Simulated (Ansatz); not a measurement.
# Stress against strain in ZnSe

```
CELL_PARAMETERS angstrom
0.00000 2.83380 2.83380
2.83380 0.00000 2.83380
2.83380 2.83380 0.00000
ATOMIC_POSITIONS crystal
Zn 0.00000 0.00000 0.00000
Se 0.75000 0.75000 0.75000
```

Atom numbers follow the list: Zn1, Se2.

The cell is COD entry 9008857, as deposited and not checked against the literature; nothing was relaxed.

Level of theory: DFT, PBE, all-electron LAPW, scalar-relativistic in Ansatz 0.2.0.

The runs use a Γ-centred 8×8×8 k mesh, Fermi–Dirac smearing of 0.03 eV, basis error target 1 meV/atom, no spin polarisation.

The strain is applied along the Cartesian axes of the cell as listed (the other components stay zero). Fractional coordinates are held (clamped ions).

σ is the change of stress from the unstrained cell, which is at 2.12 GPa; tension is positive, so slopes are stress–strain coefficients at that pressure.

Only quantities that a quadratic follows smoothly over the whole series are listed; rougher ones are left out.

```tsv
εzz	σzz (GPa)	σxx (GPa)
-0.0300	-2.75	-1.82
-0.0200	-1.81	-1.17
-0.0100	-0.90	-0.57
0.0000	0.00	0.00
0.0100	0.88	0.53
0.0300	2.56	1.49
```

**Question.** Fit the series and read off the stiffness at zero strain.

**Answer.** Least-squares fits y = p0 + p1 x + p2 x² to the rows give σzz (GPa): p1 = 88.5, p2 = -110; σxx (GPa): p1 = 55.1, p2 = -180. So C11 = 89 GPa and C12 = 55 GPa, which gives B = (C11 + 2 C12)/3 = 66 GPa.

**Question.** One run, at εzz = 0.0200, is withheld. Predict its row.

**Answer.** The fits give 1.73, 1.03; the run gave 1.73, 1.02.
